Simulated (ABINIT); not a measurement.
## SnO2 in ABINIT: the effect of functional

Crystal: SnO2.

```xyz
12
Lattice="5.1753 0.0000 0.0000 0.0000 5.1753 0.0000 0.0000 0.0000 5.1753" Properties=species:S:1:pos:R:3 pbc="T T T"
Sn    0.0000    0.0000    0.0000
Sn    2.5876    0.0000    2.5876
Sn    2.5876    2.5876    0.0000
Sn    0.0000    2.5876    2.5876
O     3.4214    4.3415    0.8337
O     4.3415    0.8337    3.4214
O     0.8337    3.4214    4.3415
O     1.7539    1.7539    1.7539
O     3.4214    3.4214    3.4214
O     4.3415    1.7539    0.8337
O     0.8337    4.3415    1.7539
O     1.7539    0.8337    4.3415
```

Measurements of this composition are mostly on another form, of space group No. 136.

Alike in all runs:

```yaml
Program: ABINIT 10.8.3 (patched build)
Task: band structure
Cutoff: 626 eV
k_mesh: 5 × 5 × 5
Occupations: fermi-dirac, width 0.05 eV
Spin: no spin polarisation
```

```tsv
functional	potentials or basis	gap on the mesh (eV)	pressure (GPa)	largest force (eV/Å)
PBE	JTH PAW PBE v2.0	?	?	?
LDA	JTH PAW LDA v2.0	0.47	-13.2	0.05
PBEsol	JTH PAW PBE v2.0	0.50	-7.9	0.03
```

**Question.** What does the run with functional PBE give?

**Answer.** gap on the mesh 0.56 eV; pressure -1.5 GPa; largest force 0.01 eV/Å.

Caveats: spin-orbit coupling is left out, which moves the levels of the heavy elements; the PAW data sets were made with another functional, which shifts forces and pressure a little (some runs).

